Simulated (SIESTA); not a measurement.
The system is SiC (Moissanite 6H).

```
CELL_PARAMETERS angstrom
3.09500 0.00000 0.00000
-1.54750 2.68035 0.00000
0.00000 0.00000 15.17000
ATOMIC_POSITIONS crystal
Si 0.66667 0.33333 0.45830
Si 0.33333 0.66667 0.95830
Si 0.66667 0.33333 0.79170
Si 0.33333 0.66667 0.29170
Si 0.00000 0.00000 0.62500
Si 0.00000 0.00000 0.12500
C 0.66667 0.33333 0.33330
C 0.33333 0.66667 0.83330
C 0.66667 0.33333 0.66670
C 0.33333 0.66667 0.16670
C 0.00000 0.00000 0.50000
C 0.00000 0.00000 0.00000
```

Base run:

```yaml
Program: SIESTA 5.4.2
Functional: PBE
Potentials_or_basis: PseudoDojo 0.4 standard (PBE files)
Basis: SZ (energy shift 0.003 Ry)
Grid_cutoff: 500 Ry
Energy_shift: 0.003 Ry
k_mesh: 10 × 10 × 2
Occupations: fermi-dirac, width 0.05 eV
Spin: no spin polarisation
```

Its results: band gap on the k mesh 4.32 eV, indirect (least direct gap 5.92 eV); pressure 22.8 GPa; largest force 0.129 eV/Å.

**Question.** After a change of settings the same cell gave: band gap on the k mesh 2.04 eV, indirect (least direct gap 3.12 eV); pressure 3.4 GPa; largest force 0.136 eV/Å. Which change was it?
A. functional from PBE to vdW-DF-cx; basis from SZ (energy shift 0.003 Ry) to DZP (energy shift 0.003 Ry)
B. basis from SZ (energy shift 0.003 Ry) to DZP (energy shift 0.01 Ry); energy shift from 0.003 Ry to 0.01 Ry
C. potentials or basis from PseudoDojo 0.4 standard (PBE files) to SG15 1.2 (PBE files) or PseudoDojo by element; basis from SZ (energy shift 0.003 Ry) to DZP (energy shift 0.003 Ry)

**Answer.** C.

Caveats: the basis of atomic orbitals isn't converged, which shifts pressures, moduli and gaps; the basis has no polarisation orbitals (some runs); so large a pressure means that the cell lies far from this level's equilibrium, or that cutoff or potentials fall short (some runs).
